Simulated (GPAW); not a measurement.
The system is Ni.

```xyz
1
Lattice="0.0000 1.7376 1.7376 1.7376 0.0000 1.7376 1.7376 1.7376 0.0000" Properties=species:S:1:pos:R:3 pbc="T T T"
Ni    0.0000    0.0000    0.0000
```

Base run:

| Quantity | Value |
| --- | --- |
| Program | GPAW 26.7.0 |
| Functional | PBE |
| Potentials or basis | GPAW PAW data sets (gpaw-data 1.2.1), other valence |
| Cutoff | 600 eV |
| Basis | pw |
| k mesh | 11 × 11 × 11 |
| Occupations | fermi-dirac, width 0.05 eV |
| Spin | collinear spin, ferromagnetic start |
| Starting moments | [1.0] μB |

Its results: pressure -1.9 GPa; net moment 0.58 μB per cell; site moments Ni +0.62 μB.

Task: The run is repeated on the same cell with these changes: potentials or basis from GPAW PAW data sets (gpaw-data 1.2.1), other valence to PAW data sets generated in the run's folder for this functional; valence electrons from 10 to 16. What comes out?

Result: Pressure 10.2 GPa; net moment 0.58 μB per cell; site moments Ni +0.61 μB.

Caveats: the stock nickel data set gives pressures a few GPa off other programs (some runs).

Not every run made on this cell is shown here.
